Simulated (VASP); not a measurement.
# KF (Pm-3m) in VASP: single point with PBEsol

Aim: the single point of KF with PBEsol.

All numbers are computed with VASP 6.6.1; they aren't measurements. Logs are shortened: lines on timing, memory, paths and dates and some standing lists are left out, and cuts for length are marked.

**1. Starting point**

It takes space group Pm-3m (No. 221, cubic). Conventional cell: a = 3.257 Å, b = 3.257 Å, c = 3.257 Å, α = 90.00°, β = 90.00°, γ = 90.00°. K (site symmetry m-3m) is surrounded by 8 F at 2.82 Å. Around F (site symmetry m-3m) lie 8 K at 2.82 Å.

The cell comes from a database or a generator and needn't be the stable form of this composition.

**2. Single point, PBEsol**

INCAR

```
PREC = Accurate ; ENCUT = 520
EDIFF = 1E-6 ; ISMEAR = 0
SIGMA = 0.05 ; LREAL = False
LASPH = True ; NELM = 100
ALGO = Normal ; ISIF = 2
LWAVE = False ; LCHARG = True
GGA = PS ; LELF = True
LVHAR = True ; NBANDS = 15
```

KPOINTS

```
Automatic mesh
0
Gamma
  6 6 6
```

POSCAR

```
KF
1.0
    3.2574991051      0.0000000000      0.0000000000
    0.0000000000      3.2574991051      0.0000000000
    0.0000000000      0.0000000000      3.2574991051
K F
1 1
Direct
    0.0000000000      0.0000000000      0.0000000000
    0.5000000000      0.5000000000      0.5000000000
```

Potentials or basis: VASP PAW PBE potentials, release 64 (K_sv, F).

Command:

```
$ cat potpaw_PBE.64/K_sv/POTCAR potpaw_PBE.64/F/POTCAR > POTCAR
$ mpirun -np 1 vasp_std > vasp.out
```

OUTCAR:

```text
PREC = Accurate
   ENCUT = 520
   EDIFF = 1E-6
   ISMEAR = 0
   LREAL = False
   LASPH = True
   NELM = 100
   ISIF = 2
   GGA = PS

 ion  position               nearest neighbor table
   1  0.000  0.000  0.000-   2 2.82   2 2.82   2 2.82   2 2.82   2 2.82   2 2.82   2 2.82   2 2.82

   2  0.500  0.500  0.500-   1 2.82   1 2.82   1 2.82   1 2.82   1 2.82   1 2.82   1 2.82   1 2.82

  LATTYP: Found a simple cubic cell.
 ALAT       =     3.2574991051

  Lattice vectors:

 A1 = (   3.2574991051,   0.0000000000,   0.0000000000)
 A2 = (   0.0000000000,   3.2574991051,   0.0000000000)
 A3 = (   0.0000000000,   0.0000000000,   3.2574991051)

Analysis of symmetry for initial positions (statically):
=====================================================================
 Subroutine PRICEL returns:
 Original cell was already a primitive cell.

 Routine SETGRP: Setting up the symmetry group for a
 simple cubic supercell.

 Subroutine GETGRP returns: Found 48 space group operations
 (whereof 48 operations were pure point group operations)
 out of a pool of 48 trial point group operations.

The static configuration has the point symmetry O_h .

Analysis of symmetry for dynamics (positions and initial velocities):
=====================================================================
 Subroutine PRICEL returns:
 Original cell was already a primitive cell.

 Routine SETGRP: Setting up the symmetry group for a
 simple cubic supercell.

 Subroutine GETGRP returns: Found 48 space group operations
 (whereof 48 operations were pure point group operations)
 out of a pool of 48 trial point group operations.

The dynamic configuration has the point symmetry O_h .

 Subroutine INISYM returns: Found 48 space group operations
 (whereof 48 operations are pure point group operations),
 and found     1 'primitive' translations

----------------------------------------------------------------------------------------

                                     Primitive cell

  volume of cell :      34.5663

  direct lattice vectors                    reciprocal lattice vectors
     3.257499105  0.000000000  0.000000000     0.306983968  0.000000000  0.000000000
     0.000000000  3.257499105  0.000000000     0.000000000  0.306983968  0.000000000
     0.000000000  0.000000000  3.257499105     0.000000000  0.000000000  0.306983968

  length of vectors
     3.257499105  3.257499105  3.257499105     0.306983968  0.306983968  0.306983968

  position of ions in fractional coordinates (direct lattice)
     0.000000000  0.000000000  0.000000000
     0.500000000  0.500000000  0.500000000

  ion indices of the primitive-cell ions
   primitive index   ion index
                 1           1
                 2           2

----------------------------------------------------------------------------------------

 KPOINTS: Automatic mesh

Automatic generation of k-mesh.
 Grid dimensions read from file:
 generate k-points for:    6    6    6

 Generating k-lattice:

  Cartesian coordinates                     Fractional coordinates (reciprocal lattice)
     0.051163995  0.000000000  0.000000000     0.166666667  0.000000000  0.000000000
     0.000000000  0.051163995  0.000000000     0.000000000  0.166666667  0.000000000
     0.000000000  0.000000000  0.051163995     0.000000000  0.000000000  0.166666667

  Length of vectors
     0.051163995  0.051163995  0.051163995

  Shift w.r.t. Gamma in fractional coordinates (k-lattice)
     0.000000000  0.000000000  0.000000000

 Subroutine IBZKPT returns following result:
 ===========================================

 Found     20 irreducible k-points:

 Following reciprocal coordinates:
            Coordinates               Weight
  0.000000  0.000000  0.000000      1.000000
  0.166667  0.000000  0.000000      6.000000
  0.333333  0.000000  0.000000      6.000000
  0.500000  0.000000  0.000000      3.000000
  0.166667  0.166667  0.000000     12.000000
  0.333333  0.166667  0.000000     24.000000
[... 12 lines left out ...]
  0.500000  0.500000  0.333333      6.000000
  0.500000  0.500000  0.500000      1.000000
   k-points           NKPTS =     20   k-points in BZ     NKDIM =     20   number of bands    NBANDS=     15
   number of dos      NEDOS =    301   number of ions     NIONS =      2
   total plane-waves  NPLWV =  13824
   dimension x,y,z NGX =    24 NGY =   24 NGZ =   24
   dimension x,y,z NGXF=    48 NGYF=   48 NGZF=   48
   ions per type =               1   1
   NGX,Y,Z   is equivalent  to a cutoff of  12.25, 12.25, 12.25 a.u.
   NGXF,Y,Z  is equivalent  to a cutoff of  24.50, 24.50, 24.50 a.u.
 SYSTEM =  unknown system
   PREC   = accura    normal or accurate (medium, high low for compatibility)
   ISTART =      0    job   : 0-new  1-cont  2-samecut
   ICHARG =      2    charge: 1-file 2-atom 10-const
   ISPIN  =      1    spin polarized calculation?
   LNONCOLLINEAR =      F non collinear calculations
   LSORBIT =      F    spin-orbit coupling
   LASPH  =      T    aspherical Exc in radial PAW
   ENCUT  =  520.0 eV  38.22 Ry    6.18 a.u.   6.06  6.06  6.06*2*pi/ulx,y,z
   NELM   =    100;   NELMIN=  2; NELMDL= -5     # of ELM steps
   EDIFF  = 0.1E-05   stopping-criterion for ELM
   LREAL  =      F    real-space projection
   EDIFFG = 0.1E-04   stopping-criterion for IOM
   NSW    =      0    number of steps for IOM
   IBRION =     -1    ionic relax: 0-MD 1-quasi-New 2-CG
   NFREE  =      0    steps in history (QN), initial steepest desc. (CG)
   ISIF   =      2    stress and relaxation
   ISYM   =      2    0-nonsym 1-usesym 2-fastsym
   POTIM  = 0.5000    time-step for ionic-motion
   TEBEG  =    0.0;   TEEND  =   0.0 temperature during run
   PSTRESS=    0.0 pullay stress
   NELECT =      16.0000    total number of electrons
   NUPDOWN=      -1.0000    fix difference up-down
   EMIN   =  10.00;   EMAX   =-10.00  energy-range for DOS
   EFERMI =   0.00;   METHOD = LEGACY
   ISMEAR =     0;   SIGMA  =   0.05  broadening in eV -4-tet -1-fermi 0-gaus
   EFERMI_NEDOS =   21; number of points for ismear=-14 and -15
   IALGO  =     38    algorithm
   IMIX   =      4    mixing-type and parameters
     AMIX     =   0.40;   BMIX     =  1.00
     AMIX_MAG =   1.60;   BMIX_MAG =  1.00
  volume/ion in A,a.u.               =      17.28       116.63
  Fermi-wavevector in a.u.,A,eV,Ry     =   1.266379  2.393110 21.819893  1.603717
  Thomas-Fermi vector in A             =   2.399583
   LORBIT       =      0    0 simple, 1 ext, 2 COOP (PROOUT), +10 PAW based schemes
   GGA     = PS    functional components
   LHFCALC =     F    Hartree Fock is set to
   AEXX    =    0.0000 exact exchange contribution
   IVDW    =     0    specifies the selected vdW correction
   LEPSILON=     F    determine dielectric tensor
   LRPA    =     F    only Hartree local field effects (RPA)
 non-spin polarized calculation
 Gauss-broadening in eV      SIGMA  =   0.05
  energy-cutoff  :      520.00
  volume of cell :       34.57
 maximum number of plane-waves:       952
   NGX = 13   NGY = 13   NGZ = 13

 number of electron      15.9999991 magnetization

 Free energy of the ion-electron system (eV)
  ---------------------------------------------------
  ext. energy  EPLUGINS =         0.00000000
  ---------------------------------------------------
  free energy    TOTEN  =        -8.33984971 eV

  energy without entropy =       -8.33984971  energy(sigma->0) =       -8.33984971

 E-fermi :  -1.8477     XC(G=0):  -9.2622

 val. band max:       -2.1462867398   @ k =   0.5000   0.5000   0.0000
 cond. band min:       3.9576513864   @ k =   0.0000   0.0000   0.0000
 fundamental gap:      6.1039381262
 Fermi energy:        -1.8476800230

 k-point     1 :       0.0000    0.0000    0.0000
  band No.  band energies     occupation
      1     -28.9784      2.00000
      2     -20.9238      2.00000
      3     -12.0663      2.00000
      4     -12.0663      2.00000
      5     -12.0663      2.00000
      6      -2.1984      2.00000
      7      -2.1984      2.00000
      8      -2.1984      2.00000
      9       3.9577      0.00000
     10       6.0636      0.00000
     11       6.0636      0.00000
     12      11.7123      0.00000
     13      11.7123      0.00000
     14      11.7123      0.00000
     15      18.6089      0.00000

 k-point     2 :       0.1667    0.0000    0.0000
  band No.  band energies     occupation
      1     -28.9466      2.00000
      2     -20.9304      2.00000
      3     -12.2508      2.00000
      4     -12.0381      2.00000
      5     -12.0381      2.00000
      6      -2.5468      2.00000
      7      -2.2255      2.00000
      8      -2.2255      2.00000
      9       4.6739      0.00000
     10       6.2780      0.00000
     11       6.6715      0.00000
     12      11.2629      0.00000
     13      11.2629      0.00000
     14      11.7961      0.00000
     15      16.9549      0.00000

 k-point     3 :       0.3333    0.0000    0.0000
  band No.  band energies     occupation
      1     -28.8817      2.00000
      2     -20.9464      2.00000
      3     -12.5954      2.00000
      4     -11.9810      2.00000
      5     -11.9810      2.00000
      6      -3.1378      2.00000
      7      -2.2825      2.00000
      8      -2.2825      2.00000
      9       6.1933      0.00000
     10       6.7826      0.00000
     11       7.9613      0.00000
     12      10.5502      0.00000
     13      10.5502      0.00000
     14      11.9719      0.00000
     15      15.1669      0.00000
[... 271 lines left out ...]
 k-point    19 :       0.5000    0.5000    0.3333
  band No.  band energies     occupation
      1     -28.6675      2.00000
      2     -20.7736      2.00000
      3     -12.7071      2.00000
      4     -12.7071      2.00000
      5     -12.4677      2.00000
      6      -3.0925      2.00000
      7      -3.0925      2.00000
      8      -2.9667      2.00000
      9       7.7209      0.00000
     10       8.4756      0.00000
     11       8.4756      0.00000
     12      10.0793      0.00000
     13      12.7797      0.00000
     14      12.7797      0.00000
     15      13.4056      0.00000

 k-point    20 :       0.5000    0.5000    0.5000
  band No.  band energies     occupation
      1     -28.6424      2.00000
      2     -20.7529      2.00000
      3     -12.6543      2.00000
      4     -12.6543      2.00000
      5     -12.6543      2.00000
      6      -3.2036      2.00000
      7      -3.2036      2.00000
      8      -3.2036      2.00000
      9       8.2240      0.00000
     10       8.2240      0.00000
     11       8.2240      0.00000
     12      12.8970      0.00000
     13      12.8970      0.00000
     14      12.8970      0.00000
     15      13.4467      0.00000

------------------------ aborting loop because EDIFF is reached ----------------------------------------

  FORCE on cell =-STRESS in cart. coord.  units (eV):
  Direction    XX          YY          ZZ          XY          YZ          ZX
  --------------------------------------------------------------------------------------
  -------------------------------------------------------------------------------------
  Total       -0.5258507     -0.5258507     -0.5258507      0.0000000     -0.0000000     -0.0000000
  in kB      -24.3736261    -24.3736261    -24.3736261      0.0000000     -0.0000000     -0.0000000
  external PRESSURE =     -24.3736261 kB  Pullay stress =       0.0000000 kB

 VOLUME and BASIS-vectors are now :
 -----------------------------------------------------------------------------
  energy-cutoff  :      520.00
  volume of cell :       34.57
      direct lattice vectors                 reciprocal lattice vectors
     3.257499105  0.000000000  0.000000000     0.306983968  0.000000000  0.000000000
     0.000000000  3.257499105  0.000000000     0.000000000  0.306983968  0.000000000
     0.000000000  0.000000000  3.257499105     0.000000000  0.000000000  0.306983968

 POSITION                                       TOTAL-FORCE (eV/Angst)
 -----------------------------------------------------------------------------------
      0.00000      0.00000      0.00000         0.000000      0.000000      0.000000
      1.62875      1.62875      1.62875         0.000000      0.000000      0.000000
 -----------------------------------------------------------------------------------
    total drift:                                0.000000      0.000000     -0.000000

  FREE ENERGIE OF THE ION-ELECTRON SYSTEM (eV)
  ---------------------------------------------------
  free  energy   TOTEN  =        -8.3398497079 eV

  energy  without entropy=       -8.3398497079  energy(sigma->0) =       -8.33984971
```

Run time: 7.3 s. Hardware: 1 thread of Intel Xeon Platinum 8375C at 2.90GHz (Ice Lake), shared host; peak memory 0.13 GiB.

What came out:

```yaml
Free_energy: -8.3398 eV
Pressure: -2.4 GPa
Band_gap_on_the_k_mesh: 6.10 eV, indirect (least direct gap 6.16 eV)
```

Caveat: the PAW data sets were made with another functional, which shifts forces and pressure a little.
